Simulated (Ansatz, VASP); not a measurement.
**AlO2: VASP beside Ansatz**

Contents of INCAR:

```
SYSTEM = AlO2
PREC = Accurate ; ENCUT = 600
EDIFF = 1E-6 ; ISMEAR = 0
SIGMA = 0.1 ; LREAL = .False.
LASPH = .True. ; NELM = 100
ALGO = Normal ; ISIF = 3
LWAVE = .False. ; LCHARG = .False.
GGA = PE ; IBRION = 2
NSW = 100 ; EDIFFG = -0.01
```

Contents of KPOINTS:

```
regular mesh
0
Gamma
  18 18 12
  0 0 0
```

POSCAR

```
AlO2
1.0
    2.8527306319      0.0000000000      0.0000000000
   -1.4263653159      2.4705371974      0.0000000000
    0.0000000000      0.0000000000      4.2883408089
Al O
1 2
Direct
    0.3333333333      0.6666666667      0.5000000000
    0.0000000000      0.0000000000      0.2607207340
    0.0000000000      0.0000000000      0.7392792660
```

Input for Ansatz:

```yaml
crystal:
  lattice:
    - [2.8527306319, 0.0, 0.0]
    - [-1.4263653159, 2.4705371974, 0.0]
    - [0.0, 0.0, 4.2883408089]
  atoms:
    - { symbol: Al, position: [0.3333333333, 0.6666666667, 0.5] }
    - { symbol: O, position: [0.0, 0.0, 0.260720734] }
    - { symbol: O, position: [0.0, 0.0, 0.739279266] }
basis:
  ecutwfc: 420
kpoints:
  mp_grid: { grid: [18, 18, 12] }
hamiltonian:
  xc: pbe
scf:
  occupations: { method: gaussian, width: 0.1 }
output:
  forces: true
  stress: true
  eigenvalues: true
  write_density: true
  write_potential: true
  elf: true
  volumetric_format: npy
relax:
  adjacent_minimum: "off"
  f_tol: 0.01
  max_steps: 80
  cell: { stress_tol: 0.05 }
```

Alike in both runs: task relaxation of cell and atoms; functional PBE; k mesh 18 × 18 × 12; occupations gaussian, width 0.1 eV; no spin polarisation.

```csv
,VASP,Ansatz
version,VASP 6.6.1,Ansatz 0.2.0
potentials or method,"VASP PAW PBE potentials, release 64 (Al, O)","scalar-relativistic, plane waves, PAW"
plane-wave cutoff (eV),600,420
valence electrons in the cell,15,15
```

Ansatz gave:

| Item | Value |
| --- | --- |
| gap on the k mesh at the Fermi level, each at its own relaxed structure (eV) | none |
| relaxed volume (Å³/atom) | 9.91 |
| relaxed cell length with the largest relative difference (Å) | 4.217 |
| energy change over the relaxation (meV/atom) | -2 |

**Question.** What did VASP give for the same quantities?

**Answer.** gap on the k mesh at the Fermi level, each at its own relaxed structure (eV): none; relaxed volume (Å³/atom): 9.87; relaxed cell length with the largest relative difference (Å): 4.207; energy change over the relaxation (meV/atom): -3.

A gap of «none» marks a metal or a gap that the smearing closes.

Caveats: an odd number of electrons without spin polarisation forces a metal; a magnetic or distorted state may lie lower.
